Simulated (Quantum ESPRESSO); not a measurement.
# PbS (Galena) (Fm-3m) in Quantum ESPRESSO: further runs, part 2 of 3

Quantum ESPRESSO 7.5. The steps go on from the part before.

### Step 3. Phonon dispersion, LDA

pw.in

```
&CONTROL
  calculation = 'scf'
  prefix = 'pwscf'
  outdir = './tmp'
  pseudo_dir = './pseudo'
  tprnfor = .true.
  tstress = .true.
  disk_io = 'low'
/
&SYSTEM
  ibrav = 0
  nat = 2
  ntyp = 2
  ecutwfc = 56
  nbnd = 16
  occupations = 'smearing'
  smearing = 'fd'
  degauss = 0.00367493
/
&ELECTRONS
  conv_thr = 4d-10
  electron_maxstep = 120
  mixing_beta = 0.5
/
ATOMIC_SPECIES
Pb   207.2000 Pb.upf
S     32.0600 S.upf
CELL_PARAMETERS angstrom
   0.0000000000    2.9657500000    2.9657500000
   2.9657500000    0.0000000000    2.9657500000
   2.9657500000    2.9657500000    0.0000000000
ATOMIC_POSITIONS crystal
Pb     0.0000000000    0.0000000000    0.0000000000
S      0.5000000000    0.5000000000    0.5000000000
K_POINTS automatic
6 6 6 1 1 1
```

relax.in

```
&CONTROL
  calculation = 'vc-relax'
  prefix = 'pwscf'
  outdir = './tmp'
  pseudo_dir = './pseudo'
  tprnfor = .true.
  tstress = .true.
  disk_io = 'low'
  nstep = 40
  forc_conv_thr = 0.0001
  etot_conv_thr = 1d-06
/
&SYSTEM
  ibrav = 0
  nat = 2
  ntyp = 2
  ecutwfc = 56
  nbnd = 16
  occupations = 'smearing'
  smearing = 'fd'
  degauss = 0.00367493
/
&ELECTRONS
  conv_thr = 4d-10
  electron_maxstep = 120
  mixing_beta = 0.5
/
&IONS
  ion_dynamics = 'bfgs'
/
&CELL
  cell_dynamics = 'bfgs'
  press = 0
  press_conv_thr = 0.2
/
ATOMIC_SPECIES
Pb   207.2000 Pb.upf
S     32.0600 S.upf
CELL_PARAMETERS angstrom
   0.0000000000    2.9657500000    2.9657500000
   2.9657500000    0.0000000000    2.9657500000
   2.9657500000    2.9657500000    0.0000000000
ATOMIC_POSITIONS crystal
Pb     0.0000000000    0.0000000000    0.0000000000
S      0.5000000000    0.5000000000    0.5000000000
K_POINTS automatic
6 6 6 1 1 1
```

gamma.in

```
&CONTROL
  calculation = 'bands'
  prefix = 'pwscf'
  outdir = './tmp'
  pseudo_dir = './pseudo'
  disk_io = 'low'
  verbosity = 'high'
/
&SYSTEM
  ibrav = 0
  nat = 2
  ntyp = 2
  ecutwfc = 56
  nbnd = 16
  occupations = 'smearing'
  smearing = 'fd'
  degauss = 0.00367493
/
&ELECTRONS
  conv_thr = 1d-08
  electron_maxstep = 120
  mixing_beta = 0.5
  diago_full_acc = .true.
  startingwfc = 'random'
/
ATOMIC_SPECIES
Pb   207.2000 Pb.upf
S     32.0600 S.upf
CELL_PARAMETERS angstrom
   0.0000000000    2.9228894271    2.9228894271
   2.9228894271    0.0000000000    2.9228894271
   2.9228894271    2.9228894271    0.0000000000
ATOMIC_POSITIONS crystal
Pb     0.0000000000    0.0000000000    0.0000000000
S      0.5000000000    0.5000000000    0.5000000000
K_POINTS crystal
1
0.0 0.0 0.0 1
```

scf2.in

```
&CONTROL
  calculation = 'scf'
  prefix = 'pwscf'
  outdir = './tmp'
  pseudo_dir = './pseudo'
  tprnfor = .true.
  tstress = .true.
  disk_io = 'low'
/
&SYSTEM
  ibrav = 0
  nat = 2
  ntyp = 2
  ecutwfc = 56
  nbnd = 16
  occupations = 'fixed'
/
&ELECTRONS
  conv_thr = 1d-13
  electron_maxstep = 120
  mixing_beta = 0.5
  startingpot = 'file'
/
ATOMIC_SPECIES
Pb   207.2000 Pb.upf
S     32.0600 S.upf
CELL_PARAMETERS angstrom
   0.0000000000    2.9228894271    2.9228894271
   2.9228894271    0.0000000000    2.9228894271
   2.9228894271    2.9228894271    0.0000000000
ATOMIC_POSITIONS crystal
Pb     0.0000000000    0.0000000000    0.0000000000
S      0.5000000000    0.5000000000    0.5000000000
K_POINTS automatic
6 6 6 1 1 1
```

ph.in

```
phonon_bands of PbS
&INPUTPH
  prefix = 'pwscf'
  outdir = './tmp'
  tr2_ph = 1d-18
  fildyn = 'dyn'
  niter_ph = 90
  alpha_mix(1) = 0.7
  epsil = .true.
  ldisp = .true.
  nq1 = 2
  nq2 = 2
  nq3 = 2
/
```

q2r.in

```
&INPUT
  fildyn = 'dyn'
  zasr = 'crystal'
  flfrc = 'fc'
/
```

matdyn.in

```
&INPUT
  asr = 'crystal'
  flfrc = 'fc'
  flfrq = 'freq'
  q_in_cryst_coord = .true.
  flvec = ' '
/
80
 0.0000000000  0.0000000000  0.0000000000
 0.0454545455  0.0000000000  0.0454545455
 0.0909090909  0.0000000000  0.0909090909
 0.1363636364  0.0000000000  0.1363636364
 0.1818181818  0.0000000000  0.1818181818
 0.2272727273  0.0000000000  0.2272727273
 0.2727272727  0.0000000000  0.2727272727
 0.3181818182  0.0000000000  0.3181818182
 0.3636363636  0.0000000000  0.3636363636
 0.4090909091  0.0000000000  0.4090909091
 0.4545454545  0.0000000000  0.4545454545
 0.5000000000  0.0000000000  0.5000000000
 0.5000000000  0.0500000000  0.5500000000
 0.5000000000  0.1000000000  0.6000000000
 0.5000000000  0.1500000000  0.6500000000
 0.5000000000  0.2000000000  0.7000000000
 0.5000000000  0.2500000000  0.7500000000
 0.4687500000  0.2812500000  0.7500000000
 0.4375000000  0.3125000000  0.7500000000
 0.4062500000  0.3437500000  0.7500000000
 0.3750000000  0.3750000000  0.7500000000
 0.3461538462  0.3461538462  0.6923076923
 0.3173076923  0.3173076923  0.6346153846
 0.2884615385  0.2884615385  0.5769230769
 0.2596153846  0.2596153846  0.5192307692
 0.2307692308  0.2307692308  0.4615384615
 0.2019230769  0.2019230769  0.4038461538
 0.1730769231  0.1730769231  0.3461538462
 0.1442307692  0.1442307692  0.2884615385
 0.1153846154  0.1153846154  0.2307692308
 0.0865384615  0.0865384615  0.1730769231
 0.0576923077  0.0576923077  0.1153846154
 0.0288461538  0.0288461538  0.0576923077
 0.0000000000  0.0000000000  0.0000000000
 0.0454545455  0.0454545455  0.0454545455
 0.0909090909  0.0909090909  0.0909090909
 0.1363636364  0.1363636364  0.1363636364
 0.1818181818  0.1818181818  0.1818181818
 0.2272727273  0.2272727273  0.2272727273
 0.2727272727  0.2727272727  0.2727272727
 0.3181818182  0.3181818182  0.3181818182
 0.3636363636  0.3636363636  0.3636363636
 0.4090909091  0.4090909091  0.4090909091
 0.4545454545  0.4545454545  0.4545454545
 0.5000000000  0.5000000000  0.5000000000
 0.5178571429  0.4642857143  0.5178571429
 0.5357142857  0.4285714286  0.5357142857
 0.5535714286  0.3928571429  0.5535714286
 0.5714285714  0.3571428571  0.5714285714
 0.5892857143  0.3214285714  0.5892857143
 0.6071428571  0.2857142857  0.6071428571
 0.6250000000  0.2500000000  0.6250000000
 0.5937500000  0.2500000000  0.6562500000
 0.5625000000  0.2500000000  0.6875000000
 0.5312500000  0.2500000000  0.7187500000
 0.5000000000  0.2500000000  0.7500000000
 0.5000000000  0.2750000000  0.7250000000
 0.5000000000  0.3000000000  0.7000000000
 0.5000000000  0.3250000000  0.6750000000
 0.5000000000  0.3500000000  0.6500000000
 0.5000000000  0.3750000000  0.6250000000
 0.5000000000  0.4000000000  0.6000000000
 0.5000000000  0.4250000000  0.5750000000
 0.5000000000  0.4500000000  0.5500000000
 0.5000000000  0.4750000000  0.5250000000
 0.5000000000  0.5000000000  0.5000000000
 0.4861111111  0.4861111111  0.5277777778
 0.4722222222  0.4722222222  0.5555555556
 0.4583333333  0.4583333333  0.5833333333
 0.4444444444  0.4444444444  0.6111111111
 0.4305555556  0.4305555556  0.6388888889
 0.4166666667  0.4166666667  0.6666666667
 0.4027777778  0.4027777778  0.6944444444
 0.3888888889  0.3888888889  0.7222222222
 0.3750000000  0.3750000000  0.7500000000
 0.6250000000  0.2500000000  0.6250000000
 0.5937500000  0.1875000000  0.5937500000
 0.5625000000  0.1250000000  0.5625000000
 0.5312500000  0.0625000000  0.5312500000
 0.5000000000  0.0000000000  0.5000000000
```

matdyn_dos.in

```
&INPUT
  asr = 'crystal'
  flfrc = 'fc'
  dos = .true.
  fldos = 'phdos'
  nk1 = 9
  nk2 = 9
  nk3 = 9
  deltaE = 1
  flvec = ' '
  flfrq = ' '
/
```

matdyn_mesh.in

```
&INPUT
  asr = 'crystal'
  flfrc = 'fc'
  flfrq = 'mesh'
  q_in_cryst_coord = .true.
  flvec = ' '
/
512
 0.06250000  0.06250000  0.06250000
 0.06250000  0.06250000  0.18750000
 0.06250000  0.06250000  0.31250000
[... 509 further points of the even 8 x 8 x 8 mesh, shifted by half a step ...]
```

Potentials or basis: PseudoDojo 0.4.1 SR LDA standard.

On the command line:

```bash
$ OMP_NUM_THREADS=1 mpirun -n 4 pw.x -nk 4 -in pw.in > pw.out
$ OMP_NUM_THREADS=1 mpirun -n 4 pw.x -nk 4 -in relax.in > relax.out
$ OMP_NUM_THREADS=1 mpirun -n 4 pw.x -in gamma.in > gamma.out
$ OMP_NUM_THREADS=1 mpirun -n 4 pw.x -nk 4 -in scf2.in > scf2.out
$ OMP_NUM_THREADS=1 mpirun -n 4 ph.x -nk 4 -in ph.in > ph.out
$ OMP_NUM_THREADS=1 mpirun -n 1 q2r.x -in q2r.in > q2r.out
$ OMP_NUM_THREADS=1 mpirun -n 1 matdyn.x -in matdyn.in > matdyn.out
$ OMP_NUM_THREADS=1 mpirun -n 1 matdyn.x -in matdyn_dos.in > matdyn_dos.out
$ OMP_NUM_THREADS=1 mpirun -n 1 matdyn.x -in matdyn_mesh.in > matdyn_mesh.out
```

pw.out:

```text
This program is part of the open-source Quantum ESPRESSO suite
     for quantum simulation of materials; please cite
         "P. Giannozzi et al., J. Phys.:Condens. Matter 21 395502 (2009);
         "P. Giannozzi et al., J. Phys.:Condens. Matter 29 465901 (2017);
         "P. Giannozzi et al., J. Chem. Phys. 152 154105 (2020);
     in publications or presentations arising from this work. More details at

     Message from routine setup:
     using ibrav=0 with symmetry is DISCOURAGED, use correct ibrav instead

     K-points division:     npool     =       4
     Subspace diagonalization in iterative solution of the eigenvalue problem:
     a serial algorithm will be used

     G-vector sticks info
     --------------------
     sticks:   dense  smooth     PW     G-vecs:    dense   smooth      PW
     Sum         955     955    301                19891    19891    3383

     Using Slab Decomposition

     bravais-lattice index     =            0
     lattice parameter (alat)  =       7.9259  a.u.
     unit-cell volume          =     352.0710 (a.u.)^3
     number of atoms/cell      =            2
     number of atomic types    =            2
     number of electrons       =        20.00
     number of Kohn-Sham states=           16
     kinetic-energy cutoff     =      56.0000  Ry
     charge density cutoff     =     224.0000  Ry
     scf convergence threshold =      4.0E-10
     mixing beta               =       0.5000
     number of iterations used =            8  plain     mixing
     Exchange-correlation= SLA  PW   NOGX NOGC
                           (   1   4   0   0   0   0   0)

     celldm(1)=   7.925897  celldm(2)=   0.000000  celldm(3)=   0.000000
     celldm(4)=   0.000000  celldm(5)=   0.000000  celldm(6)=   0.000000

     crystal axes: (cart. coord. in units of alat)
               a(1) = (   0.000000   0.707107   0.707107 )
               a(2) = (   0.707107   0.000000   0.707107 )
               a(3) = (   0.707107   0.707107   0.000000 )

     reciprocal axes: (cart. coord. in units 2 pi/alat)
               b(1) = ( -0.707107  0.707107  0.707107 )
               b(2) = (  0.707107 -0.707107  0.707107 )
               b(3) = (  0.707107  0.707107 -0.707107 )

     PseudoPot. # 1 for Pb read from file:
     Pb.upf
     Pseudo is Norm-conserving + core correction, Zval = 14.0
     Generated using ONCVPSP code by D. R. Hamann
     Using radial grid of 1638 points,  6 beta functions with:
                l(1) =   0
                l(2) =   0
                l(3) =   1
                l(4) =   1
                l(5) =   2
                l(6) =   2

     PseudoPot. # 2 for S  read from file:
     S.upf
     Pseudo is Norm-conserving + core correction, Zval =  6.0
     Generated using ONCVPSP code by D. R. Hamann
     Using radial grid of 1132 points,  6 beta functions with:
                l(1) =   0
                l(2) =   0
                l(3) =   1
                l(4) =   1
                l(5) =   2
                l(6) =   2

     atomic species   valence    mass     pseudopotential
     Pb               14.00   207.20000     Pb( 1.00)
     S                 6.00    32.06000     S ( 1.00)

     48 Sym. Ops., with inversion, found

   Cartesian axes

     site n.     atom                  positions (alat units)
         1        Pb     tau(   1) = (   0.0000000   0.0000000   0.0000000  )
         2        S      tau(   2) = (   0.7071068   0.7071068   0.7071068  )

     number of k points=    28  Fermi-Dirac smearing, width (Ry)=  0.0037
                       cart. coord. in units 2pi/alat
        k(    1) = (   0.0589256   0.0589256   0.0589256), wk =   0.0185185
        k(    2) = (   0.1767767   0.1767767  -0.0589256), wk =   0.0555556
        k(    3) = (   0.2946278   0.2946278  -0.1767767), wk =   0.0555556
        k(    4) = (  -0.2946278  -0.2946278   0.4124790), wk =   0.0555556
        k(    5) = (  -0.1767767  -0.1767767   0.2946278), wk =   0.0555556
        k(    6) = (  -0.0589256  -0.0589256   0.1767767), wk =   0.0555556
[... 20 lines left out ...]
        k(   27) = (   0.2946278   0.2946278   0.2946278), wk =   0.0185185
        k(   28) = (  -0.2946278  -0.2946278   0.8838835), wk =   0.0555556

     Dense  grid:    19891 G-vectors     FFT dimensions: (  40,  40,  40)

     Initial potential from superposition of free atoms

     starting charge      19.9983, renormalised to      20.0000
     Starting wfcs are   13 randomized atomic wfcs +    3 random wfcs

     Self-consistent Calculation

     iteration #  1     ecut=    56.00 Ry     beta= 0.50
     Davidson diagonalization with overlap
     ethr =  1.00E-02,  avg # of iterations =  5.5

     Threshold (ethr) on eigenvalues was too large:
     Diagonalizing with lowered threshold

     Davidson diagonalization with overlap
     ethr =  5.76E-04,  avg # of iterations =  1.9

     total energy              =    -162.68241844 Ry
     estimated scf accuracy    <       0.11207831 Ry

     iteration #  2     ecut=    56.00 Ry     beta= 0.50
     Davidson diagonalization with overlap
     ethr =  5.60E-04,  avg # of iterations =  2.6
[... 50 lines left out ...]
     total energy              =    -162.71654079 Ry
     estimated scf accuracy    <          6.3E-10 Ry

     iteration # 10     ecut=    56.00 Ry     beta= 0.50
     Davidson diagonalization with overlap
     ethr =  3.17E-12,  avg # of iterations =  3.0

     End of self-consistent calculation

          k = 0.0589 0.0589 0.0589 (  2514 PWs)   bands (ev):

    -8.3183  -8.3171  -8.3171  -8.3094  -8.3094  -5.1219   2.0441   6.2745
     6.2745   6.4092  12.8013  13.0636  13.0636  15.0100  15.2171  15.2171

          k = 0.1768 0.1768-0.0589 (  2508 PWs)   bands (ev):

    -8.3219  -8.3217  -8.3174  -8.3057  -8.2951  -4.8077   1.2253   5.9121
     6.5559   7.1774  10.8984  11.5765  12.5171  15.1784  15.5324  16.5131
[... 63 lines left out ...]
    -8.3577  -8.3307  -8.3111  -8.2826  -8.2712  -3.8985  -0.2262   5.5415
     6.2175   7.5142   9.5447  10.8820  11.7521  15.8651  17.8286  18.6130

          k =-0.6482 0.0589 0.0589 (  2484 PWs)   bands (ev):

    -8.4582  -8.3421  -8.2853  -8.2588  -8.2574  -3.4886   0.8858   3.3574
     5.0291   5.1001  12.2007  13.5979  13.6805  13.9070  19.6417  20.1560

          k =-0.5303 0.1768-0.0589 (  2486 PWs)   bands (ev):

    -8.4151  -8.3287  -8.3016  -8.2728  -8.2649  -3.7189   0.4085   4.4797
     4.9463   6.1546  11.6010  12.5133  12.7527  14.4075  19.0158  19.5143

          k =-0.4125 0.0589 0.0589 (  2487 PWs)   bands (ev):

    -8.3878  -8.3331  -8.2976  -8.2809  -8.2765  -4.2176   0.8171   5.4262
     5.4604   6.0151  11.2181  12.5625  13.0817  13.5384  18.4597  18.4886

          k = 0.1768 0.1768 0.1768 (  2511 PWs)   bands (ev):
[... 41 lines left out ...]
    -8.3400  -8.3400  -8.3159  -8.2727  -8.2727  -4.0223  -0.3627   6.6171
     6.6171   8.0257   9.0550  10.3835  10.3835  16.3777  17.9645  17.9645

          k =-0.2946-0.2946 0.8839 (  2489 PWs)   bands (ev):

    -8.3641  -8.3300  -8.3081  -8.2820  -8.2714  -3.7563  -0.3404   5.1888
     6.3096   7.2634   9.7559  10.8005  11.9844  16.4875  17.6642  17.9057

     the Fermi energy is     8.5323 ev

!    total energy              =    -162.71654079 Ry
     estimated scf accuracy    <          2.5E-11 Ry
     smearing contrib. (-TS)   =      -0.00000009 Ry
     internal energy E=F+TS    =    -162.71654069 Ry

     The total energy is F=E-TS. E is the sum of the following terms:
     one-electron contribution =     -36.07623306 Ry
     hartree contribution      =      30.38309998 Ry
     xc contribution           =     -45.79376352 Ry
     ewald contribution        =    -111.22964409 Ry

     convergence has been achieved in  10 iterations

     Forces acting on atoms (cartesian axes, Ry/au):

     atom    1 type  1   force =     0.00000000    0.00000000    0.00000000
     atom    2 type  2   force =     0.00000000   -0.00000000   -0.00000000

     Total force =     0.000000     Total SCF correction =     0.000000

     Computing stress (Cartesian axis) and pressure

          total   stress  (Ry/bohr**3)                   (kbar)     P=      -25.86
  -0.00017580   0.00000000   0.00000000          -25.86        0.00        0.00
   0.00000000  -0.00017580   0.00000000            0.00      -25.86        0.00
   0.00000000   0.00000000  -0.00017580            0.00        0.00      -25.86

=------------------------------------------------------------------------------=
   JOB DONE.
=------------------------------------------------------------------------------=
```

It took 7 min on 4 MPI ranks of Arm Neoverse V2, shared host; peak memory 0.32 GiB.

What came out:

```
Free energy                                        : -2213.8899 eV
Relaxed volume                                     : 24.97 Å³/atom
Relaxed cell                                       : a = 4.134 Å, b = 4.134 Å, c = 4.134 Å, α = 60.00°, β = 60.00°, γ = 60.00°
Space group after relaxing (to 0.05 Å)             : Fm-3m (No. 225)
Pressure after relaxing                            : 0.0 GPa
Electronic dielectric tensor (diagonal)            : 18.62
Born charges (mean of the diagonal)                : Pb +4.66; S -4.63 e
Highest phonon frequency, LO-TO splitting left out : 239 cm⁻¹
Zero-point energy                                  : 0.022 eV/atom
```

Step by step:
```
step  energy change (eV)  largest force (eV/Å)  pressure (GPa)  volume (Å³)
   1              0.0000                0.0000           -2.59        52.17
   2             -0.0095                0.0000           -1.86        51.49
   3             -0.0176                0.0000           -0.67        50.47
   4             -0.0187                0.0000            0.04        49.91
   5             -0.0187                0.0000            0.00        49.94
```

Final structure:
```
CELL_PARAMETERS angstrom
0.00000 2.92289 2.92289
2.92289 0.00000 2.92289
2.92289 2.92289 0.00000
ATOMIC_POSITIONS crystal
Pb 0.00000 0.00000 0.00000
S 0.50000 0.50000 0.50000
```

Phonon frequencies in cm⁻¹ (negative: imaginary):
```csv
q point,frequencies
"(0.000, 0.000, 0.000)",0 0 0 84 84 220
"(0.318, 0.000, 0.318)",50 50 71 142 142 183
"(0.500, 0.150, 0.650)",55 55 65 144 146 150
"(0.346, 0.346, 0.692)",47 67 78 163 170 178
"(0.144, 0.144, 0.288)",38 50 71 145 148 224
"(0.091, 0.091, 0.091)",23 23 32 98 98 221
"(0.409, 0.409, 0.409)",55 55 105 198 198 237
"(0.589, 0.321, 0.589)",49 63 85 171 175 190
"(0.500, 0.275, 0.725)",57 63 67 158 159 163
"(0.500, 0.450, 0.550)",56 57 106 201 201 232
"(0.431, 0.431, 0.639)",51 61 94 182 185 206
"(0.562, 0.125, 0.562)",44 53 64 128 131 140
```

Electronic dielectric tensor:
```
18.62  0.00  0.00
 0.00 18.62  0.00
 0.00  0.00 18.62
```

Born effective charge tensors (e):
atom 1, Pb
```
4.66 0.00 0.00
0.00 4.66 0.00
0.00 0.00 4.66
```
atom 2, S
```
-4.63  0.00  0.00
 0.00 -4.63  0.00
 0.00  0.00 -4.63
```

Phonon frequencies at the corners of the path (cm⁻¹, interpolated; i marks imaginary ones):
```
point            frequencies
    Γ        0 0 0 84 84 220
    X   43 43 63 117 117 130
    W   60 63 63 158 158 159
    K   47 66 71 153 160 163
    L  57 57 109 205 205 239
    U   47 66 71 153 160 163
```

Phonon states per cell in windows of 20 cm⁻¹ (negative: imaginary):
| from (cm⁻¹) | total | Pb | S |
| --- | --- | --- | --- |
| 0 | 0.00 | 0.00 | 0.00 |
| 20 | 0.08 | 0.07 | 0.00 |
| 40 | 1.59 | 1.57 | 0.01 |
| 60 | 0.76 | 0.75 | 0.01 |
| 80 | 0.52 | 0.51 | 0.01 |
| 100 | 0.07 | 0.05 | 0.03 |
| 120 | 0.15 | 0.00 | 0.15 |
| 140 | 0.62 | 0.01 | 0.62 |
| 160 | 1.04 | 0.00 | 1.04 |
| 180 | 0.59 | 0.00 | 0.59 |
| 200 | 0.32 | 0.01 | 0.31 |
| 220 | 0.23 | 0.01 | 0.22 |

Harmonic thermodynamics per atom at this volume (zero-point energy 22.1 meV, Debye temperature from the second moment 248 K):
| T (K) | free energy (meV) | entropy (k_B) | heat capacity Cv (k_B) |
| --- | --- | --- | --- |
| 50 | 20.7 | 0.95 | 1.42 |
| 100 | 13.7 | 2.25 | 2.31 |
| 200 | -14.1 | 4.04 | 2.79 |
| 298.15 | -53.4 | 5.18 | 2.90 |
| 500 | -157.9 | 6.70 | 2.96 |
| 800 | -350.6 | 8.10 | 2.99 |

Caveat: the q mesh is small, so phonon branches between its points and thermal values are rough. The run has no spin-orbit coupling, so splittings on Pb are missing.

[end of part 2 of 3]
